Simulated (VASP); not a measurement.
# SiC (Moissanite 3C) (F-43m) in VASP: a series of runs, part 2 of 2

VASP 6.6.1.

**3. Relaxation of cell and atoms, PBE**

This run uses another cell than the first one, of 10.46 Å³/atom, 1.011 times its volume.

Contents of INCAR:

```
PREC     = Accurate       # precision mode
ENCUT    = 300            # plane-wave cutoff, eV
EDIFF    = 1E-7           # SCF threshold, eV
ISMEAR   = 0              # smearing method
SIGMA    = 0.03           # smearing width, eV
LREAL    = F              # projectors in reciprocal space
LASPH    = T              # aspherical terms in the spheres
NELM     = 80             # most SCF steps
ALGO     = Normal         # electronic algorithm
ISIF     = 3              # what is computed and relaxed
LWAVE    = F              # write WAVECAR
LCHARG   = F              # write CHGCAR
GGA      = PE             # functional
IBRION   = 2              # ionic algorithm
NSW      = 90             # ionic steps
EDIFFG   = -0.005         # ionic threshold
```

Contents of KPOINTS:

```
regular mesh
0
Gamma
  5 5 5
```

Contents of POSCAR:

```
SiC                                     
1.0
   -0.0000000000      2.1871583564      2.1871583564
    2.1871583564     -0.0000000000      2.1871583564
    2.1871583564      2.1871583564      0.0000000000
  Si              C             
     1     1
Direct
     0.0000000000000000    0.0000000000000000    0.0000000000000000
     0.2500000000000000    0.2500000000000000    0.2500000000000000
```

Potentials or basis: VASP PAW PBE potentials, release 64 (Si, C_s).

The run is started by

```
$ cat potpaw_PBE.64/Si/POTCAR potpaw_PBE.64/C_s/POTCAR > POTCAR
$ mpirun -np 1 vasp_std > vasp.out
```

OUTCAR:

```text
PREC = Accurate
   ENCUT = 300
   EDIFF = 1E-7
   ISMEAR = 0
   LREAL = F
   LASPH = T
   NELM = 80
   ISIF = 3
   GGA = PE
   IBRION = 2
   NSW = 90
   EDIFFG = -0.005

 ion  position               nearest neighbor table
   1  0.000  0.000  0.000-   2 1.89   2 1.89   2 1.89   2 1.89
   2  0.250  0.250  0.250-   1 1.89   1 1.89   1 1.89   1 1.89

  LATTYP: Found a face centered cubic cell.
 ALAT       =     4.3743167128

  Lattice vectors:

 A1 = (   0.0000000000,   2.1871583564,   2.1871583564)
 A2 = (   2.1871583564,   0.0000000000,   2.1871583564)
 A3 = (   2.1871583564,   2.1871583564,   0.0000000000)

Analysis of symmetry for initial positions (statically):
=====================================================================
 Subroutine PRICEL returns:
 Original cell was already a primitive cell.

 Routine SETGRP: Setting up the symmetry group for a
 face centered cubic supercell.

 Subroutine GETGRP returns: Found 24 space group operations
 (whereof 24 operations were pure point group operations)
 out of a pool of 48 trial point group operations.

The static configuration has the point symmetry T_d .

Analysis of symmetry for dynamics (positions and initial velocities):
=====================================================================
 Subroutine PRICEL returns:
 Original cell was already a primitive cell.

 Routine SETGRP: Setting up the symmetry group for a
 face centered cubic supercell.

 Subroutine GETGRP returns: Found 24 space group operations
 (whereof 24 operations were pure point group operations)
 out of a pool of 48 trial point group operations.

The dynamic configuration has the point symmetry T_d .

 Subroutine INISYM returns: Found 24 space group operations
 (whereof 24 operations are pure point group operations),
 and found     1 'primitive' translations

----------------------------------------------------------------------------------------

                                     Primitive cell

  volume of cell :      20.9253

  direct lattice vectors                    reciprocal lattice vectors
     0.000000000  2.187158356  2.187158356    -0.228607132  0.228607132  0.228607132
     2.187158356  0.000000000  2.187158356     0.228607132 -0.228607132  0.228607132
     2.187158356  2.187158356  0.000000000     0.228607132  0.228607132 -0.228607132

  length of vectors
     3.093109011  3.093109011  3.093109011     0.395959168  0.395959168  0.395959168

  position of ions in fractional coordinates (direct lattice)
     0.000000000  0.000000000  0.000000000
     0.250000000  0.250000000  0.250000000

  ion indices of the primitive-cell ions
   primitive index   ion index
                 1           1
                 2           2

----------------------------------------------------------------------------------------

 KPOINTS: regular mesh

Automatic generation of k-mesh.
 Grid dimensions read from file:
 generate k-points for:    5    5    5
[... 21 lines left out ...]
  0.000000  0.000000  0.000000      1.000000
  0.200000  0.000000  0.000000      8.000000
  0.400000  0.000000  0.000000      8.000000
  0.200000  0.200000  0.000000      6.000000
  0.400000  0.200000  0.000000     24.000000
 -0.400000  0.200000  0.000000     24.000000
 -0.200000  0.200000  0.000000     12.000000
  0.400000  0.400000  0.000000      6.000000
 -0.400000  0.400000  0.000000     12.000000
 -0.400000  0.400000  0.200000     24.000000
   k-points           NKPTS =     10   k-points in BZ     NKDIM =     10   number of bands    NBANDS=      8
   number of dos      NEDOS =    301   number of ions     NIONS =      2
   total plane-waves  NPLWV =   5832
   dimension x,y,z NGX =    18 NGY =   18 NGZ =   18
   dimension x,y,z NGXF=    36 NGYF=   36 NGZF=   36
   ions per type =               1   1
   NGX,Y,Z   is equivalent  to a cutoff of   9.67,  9.67,  9.67 a.u.
   NGXF,Y,Z  is equivalent  to a cutoff of  19.35, 19.35, 19.35 a.u.
 SYSTEM =  unknown system
   PREC   = accura    normal or accurate (medium, high low for compatibility)
   ISTART =      0    job   : 0-new  1-cont  2-samecut
   ICHARG =      2    charge: 1-file 2-atom 10-const
   ISPIN  =      1    spin polarized calculation?
   LNONCOLLINEAR =      F non collinear calculations
   LSORBIT =      F    spin-orbit coupling
   LASPH  =      T    aspherical Exc in radial PAW
   ENCUT  =  300.0 eV  22.05 Ry    4.70 a.u.   4.37  4.37  4.37*2*pi/ulx,y,z
   NELM   =     80;   NELMIN=  2; NELMDL= -5     # of ELM steps
   EDIFF  = 0.1E-06   stopping-criterion for ELM
   LREAL  =      F    real-space projection
   EDIFFG = -.5E-02   stopping-criterion for IOM
   NSW    =     90    number of steps for IOM
   IBRION =      2    ionic relax: 0-MD 1-quasi-New 2-CG
   NFREE  =      1    steps in history (QN), initial steepest desc. (CG)
   ISIF   =      3    stress and relaxation
   ISYM   =      2    0-nonsym 1-usesym 2-fastsym
   POTIM  = 0.5000    time-step for ionic-motion
   TEBEG  =    0.0;   TEEND  =   0.0 temperature during run
   PSTRESS=    0.0 pullay stress
   NELECT =       8.0000    total number of electrons
   NUPDOWN=      -1.0000    fix difference up-down
   EMIN   =  10.00;   EMAX   =-10.00  energy-range for DOS
   EFERMI =   0.00;   METHOD = LEGACY
   ISMEAR =     0;   SIGMA  =   0.03  broadening in eV -4-tet -1-fermi 0-gaus
   EFERMI_NEDOS =   21; number of points for ismear=-14 and -15
   IALGO  =     38    algorithm
   IMIX   =      4    mixing-type and parameters
     AMIX     =   0.40;   BMIX     =  1.00
     AMIX_MAG =   1.60;   BMIX_MAG =  1.00
  volume/ion in A,a.u.               =      10.46        70.61
  Fermi-wavevector in a.u.,A,eV,Ry     =   1.188177  2.245330 19.208234  1.411765
  Thomas-Fermi vector in A             =   2.324313
   LORBIT       =      0    0 simple, 1 ext, 2 COOP (PROOUT), +10 PAW based schemes
   GGA     = PE    functional components
   LHFCALC =     F    Hartree Fock is set to
   AEXX    =    0.0000 exact exchange contribution
   IVDW    =     0    specifies the selected vdW correction
   LEPSILON=     F    determine dielectric tensor
   LRPA    =     F    only Hartree local field effects (RPA)
 conjugate gradient relaxation of ions
 non-spin polarized calculation
 Gauss-broadening in eV      SIGMA  =   0.03
  energy-cutoff  :      300.00
  volume of cell :       20.93
 maximum number of plane-waves:       259
 NGX is ok and might be reduce to    18
   NGX =  9   NGY =  9   NGZ =  9

 number of electron       8.0000000 magnetization

 Free energy of the ion-electron system (eV)
  ---------------------------------------------------
  ext. energy  EPLUGINS =         0.00000000
  ---------------------------------------------------
  free energy    TOTEN  =       -15.01329442 eV

  energy without entropy =      -15.01329442  energy(sigma->0) =      -15.01329442

 E-fermi :   8.5699     XC(G=0): -11.2945

 val. band max:        8.4065505639   @ k =   0.0000   0.0000   0.0000
 cond. band min:      10.2315712950   @ k =   0.4000   0.4000   0.0000
 fundamental gap:      1.8250207311
 Fermi energy:         8.5699334502

 k-point     1 :       0.0000    0.0000    0.0000
  band No.  band energies     occupation
      1      -6.9202      2.00000
      2       8.4066      2.00000
      3       8.4066      2.00000
      4       8.4066      2.00000
      5      14.5059      0.00000
      6      15.6278      0.00000
      7      15.6278      0.00000
      8      15.6278      0.00000
[... 89 lines left out ...]
 k-point    10 :      -0.4000    0.4000    0.2000
  band No.  band energies     occupation
      1      -2.4933      2.00000
      2       1.6738      2.00000
      3       3.5939      2.00000
      4       4.9637      2.00000
      5      13.3093      0.00000
      6      16.6011      0.00000
      7      17.1120      0.00000
      8      20.6523      0.00000

------------------------ aborting loop because EDIFF is reached ----------------------------------------

  FORCE on cell =-STRESS in cart. coord.  units (eV):
  Direction    XX          YY          ZZ          XY          YZ          ZX
  --------------------------------------------------------------------------------------
  -------------------------------------------------------------------------------------
  Total        0.0095878      0.0095878      0.0095878      0.0000000      0.0000000      0.0000000
  in kB        0.7341067      0.7341067      0.7341067      0.0000000      0.0000000      0.0000000
  external PRESSURE =       0.7341067 kB  Pullay stress =       0.0000000 kB

 VOLUME and BASIS-vectors are now :
 -----------------------------------------------------------------------------
  energy-cutoff  :      300.00
  volume of cell :       20.93
      direct lattice vectors                 reciprocal lattice vectors
     0.000000000  2.187158356  2.187158356    -0.228607132  0.228607132  0.228607132
     2.187158356  0.000000000  2.187158356     0.228607132 -0.228607132  0.228607132
     2.187158356  2.187158356  0.000000000     0.228607132  0.228607132 -0.228607132

 POSITION                                       TOTAL-FORCE (eV/Angst)
 -----------------------------------------------------------------------------------
      0.00000      0.00000      0.00000         0.000000      0.000000      0.000000
      1.09358      1.09358      1.09358        -0.000000     -0.000000     -0.000000
 -----------------------------------------------------------------------------------
    total drift:                               -0.000000     -0.000000      0.000000

  FREE ENERGIE OF THE ION-ELECTRON SYSTEM (eV)
  ---------------------------------------------------
  free  energy   TOTEN  =       -15.0132944187 eV

  energy  without entropy=      -15.0132944187  energy(sigma->0) =      -15.01329442

 reached required accuracy - stopping structural energy minimisation
```

It took 1.4 s on 1 thread of Intel Xeon 6975P-C (Granite Rapids), shared host; peak memory 0.1 GiB.

The run converged, but some of its settings lie outside the range that counts as converged, so its numbers aren't taken as properties of the crystal.

Results:

```yaml
Free_energy: -15.0133 eV
Band_gap_on_the_k_mesh: 1.83 eV, indirect (least direct gap 4.79 eV)
```

Caveat: the k mesh is coarse (spacing up to 0.50 Å⁻¹), so the values aren't converged; the cutoff is under 1.25 times the usual one of these potentials, so pressure, stress and relaxed cells hold a basis-set (Pulay) error; the relaxation stopped at its first step, so nothing moved; an odd mesh through Γ misses points on the zone boundary, where band edges often lie.
